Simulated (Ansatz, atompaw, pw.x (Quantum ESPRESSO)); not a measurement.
**pw.x on fcc Li: one setting changed**

Potential: PAW, atompaw 4.2.0.5, PBE; core [He], reference 2s0.75 2p0.25; waves: 2s (bound): rc 2.90 bohr; 2s channel at 1.85 Ry: rc 3.00 bohr; 2p (bound): rc 3.00 bohr; 2p channel at 4.25 Ry: rc 3.00 bohr; 3d channel at 0.45 Ry: rc 3.00 bohr; 3d channel at 2.6 Ry: rc 3.00 bohr; local part: vpsmatchnc scheme with l = 3 at 1 Ry, radius 2.30 bohr; core correction: smooth core density matched at 2.35 bohr; augmentation: sinc compensation charge, radius 2.70 bohr; PAW radius 3.00 bohr; waves and projectors: custom rrkj vanderbiltortho.

The reference run (k-mesh 13³, cutoffs 40/400 Ry, Fermi–Dirac 0.01 Ry, mixing_beta 0.4, conv_thr 1e-9, no spin) gives -0.02 GPa at 20.348 Å³/atom, where all-electron LAPW gives -0.05 GPa. This run, with its own iteration cap, changes diagonalization to paro.

```
&control
  calculation='scf', prefix='x', pseudo_dir='./', outdir='./tmp', tstress=.true., disk_io='none'
/
&system
  ibrav=0, nat=1, ntyp=1, ecutwfc=40, ecutrho=400, nbnd=7,
  occupations='smearing', smearing='fd', degauss=0.01
/
&electrons
  conv_thr=1e-09, mixing_beta=0.4, electron_maxstep=50, diagonalization='paro'
/
ATOMIC_SPECIES
Li 1.0 Li.UPF
CELL_PARAMETERS angstrom
  0.00000000 2.16685863 2.16685863
  2.16685863 0.00000000 2.16685863
  2.16685863 2.16685863 0.00000000
ATOMIC_POSITIONS crystal
Li 0.0000 0.0000 0.0000
K_POINTS automatic
13 13 13 0 0 0
```

```bash
pw.x < Li.scf.in > Li.scf.out
```

Problem. How does the run end?

Solution. It converges in 8 iterations; the free energy moves by +0.0 meV/atom and the pressure by +0.00 GPa. The result is that of the reference run.

```
Message from routine setup:
     using ibrav=0 with symmetry is DISCOURAGED, use correct ibrav instead
     lattice parameter (alat)  =       5.7909  a.u.
     unit-cell volume          =     137.3151 (a.u.)^3
     number of electrons       =         1.00
     number of Kohn-Sham states=            7
     kinetic-energy cutoff     =      40.0000  Ry
     charge density cutoff     =     400.0000  Ry
     scf convergence threshold =      1.0E-09
     Exchange-correlation= SLA PW PBX PBC
     number of k points=    84  Fermi-Dirac smearing, width (Ry)=  0.0100
     iteration #  1     ecut=    40.00 Ry     beta= 0.40
     total energy              =      -3.84676384 Ry
     estimated scf accuracy    <       0.00030632 Ry
     iteration #  2     ecut=    40.00 Ry     beta= 0.40
     total energy              =      -3.84167000 Ry
     estimated scf accuracy    <       0.00011785 Ry
     iteration #  3     ecut=    40.00 Ry     beta= 0.40
     total energy              =      -3.84196576 Ry
     estimated scf accuracy    <       0.00000115 Ry
     iteration #  4     ecut=    40.00 Ry     beta= 0.40
     total energy              =      -3.84196886 Ry
     estimated scf accuracy    <       0.00000021 Ry
     iteration #  5     ecut=    40.00 Ry     beta= 0.40
     total energy              =      -3.84196897 Ry
     estimated scf accuracy    <       0.00000006 Ry
     iteration #  6     ecut=    40.00 Ry     beta= 0.40
     total energy              =      -3.84196897 Ry
     estimated scf accuracy    <       0.00000001 Ry
     iteration #  7     ecut=    40.00 Ry     beta= 0.40
     total energy              =      -3.84196897 Ry
     estimated scf accuracy    <          2.8E-09 Ry
     iteration #  8     ecut=    40.00 Ry     beta= 0.40
     the Fermi energy is     0.5241 ev
!    total energy              =      -3.84196897 Ry
     estimated scf accuracy    <          6.8E-14 Ry
     smearing contrib. (-TS)   =      -0.00228194 Ry
     The total energy is F=E-TS. E is the sum of the following terms:
     one-electron contribution =       0.45181166 Ry
     hartree contribution      =       0.00112571 Ry
     xc contribution           =      -0.37806646 Ry
     ewald contribution        =      -0.55984375 Ry
     one-center paw contrib.   =      -3.35471418 Ry
     convergence has been achieved in   8 iterations
          total   stress  (Ry/bohr**3)                   (kbar)     P=       -0.16
     Message from routine punch:
     Nothing written, as per user request (disk_io='none')
```

The run took about 14 s on one core of a shared host (AMD EPYC 7R43 64-Core Processor, 256 threads, 1004 GiB, load 51).
